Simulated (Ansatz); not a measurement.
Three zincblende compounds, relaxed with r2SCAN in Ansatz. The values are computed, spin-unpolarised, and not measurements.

```
compound  a (Å)  gap, HSE06 (eV)
    CdSe  6.136         1.48 (Γ)
    ZnSe  5.665         2.42 (Γ)
     HgS  5.930       not needed
```

What is the misfit strain of a coherent CdSe film on HgS?
ε∥ = (a_sub − a_film)/a_film = (5.930 − 6.136)/6.136 = -3.36 %: the film is in compression in the plane. At this size it stays coherent only while very thin.

By Vegard's law, which share x of ZnSe in (CdSe)₁₋ₓ(ZnSe)ₓ matches the substrate?
(1 − x) × 6.136 + x × 5.665 = 5.930 gives x = (5.930 − 6.136)/(5.665 − 6.136) = 0.437.

Without bowing, what gap would that alloy have?
(1 − 0.437) × 1.48 + 0.437 × 2.42 = 1.89 eV with HSE06. Bowing would lower it by b x(1 − x) = 0.246 b.

No spin-orbit coupling is included; it can move band edges with weight on the heavy atoms by tenths of an eV.

The meshes of the hybrids are coarse, so their gaps aren't converged to the digits shown.
